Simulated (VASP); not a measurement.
A run of VASP 6.6.1 is set up as follows.

Contents of POSCAR:

```
Pb
1.0
    3.4800006906      0.0000000000      0.0000000000
   -1.7400003453      3.0137690032      0.0000000000
    0.0000000000      0.0000000000      5.5900000000
Pb
2
Direct
    0.3333333333      0.6666666667      0.2500000000
    0.6666666667      0.3333333333      0.7500000000
```

The input INCAR.step1:

```
SYSTEM = Pb
  ALGO = Normal
  EDIFF = 1E-4
  ENCUT = 520
  GGA = PE
  ISMEAR = 0
  LASPH = .True.
  LCHARG = .False.
  LREAL = .False.
  LWAVE = .True.
  NBANDS = 21
  NELM = 100
  PREC = Accurate
  SIGMA = 0.1
```

Contents of INCAR.step2:

```
SYSTEM = Pb
  ALGO = Normal
  EDIFF = 1E-7
  ENCUT = 520
  ISIF = 2
  ISMEAR = 0
  ISTART = 1
  LASPH = .True.
  LCHARG = .False.
  LMIXTAU = .True.
  LREAL = .False.
  LWAVE = .False.
  METAGGA = R2SCAN
  NBANDS = 21
  NELM = 100
  PREC = Accurate
  SIGMA = 0.1
```

File KPOINTS:

```
k-points
0
Gamma
  6 6 4
  0 0 0
```

Potentials or basis: VASP PAW PBE potentials, release 64 (Pb_d).

Launch:

```sh
$ cat potpaw_PBE.64/Pb_d/POTCAR > POTCAR
$ cp INCAR.step1 INCAR
$ mpirun -np 1 vasp_std > vasp.out
$ cp INCAR.step2 INCAR
$ mpirun -np 1 vasp_std > vasp.out
```

Problem. Predict the band gap on the k mesh.

Solution. None (metal or under the smearing width).

Problem. Predict the pressure.

Solution. 3.3 GPa.

Stress tensor (GPa, compression positive):
```
4.00 0.00 0.00
0.00 4.00 0.00
0.00 0.00 1.91
```

Caveat: the PAW data sets were made with another functional, which shifts forces and pressure a little. Spin-orbit coupling is left out, which matters for the levels of Pb.
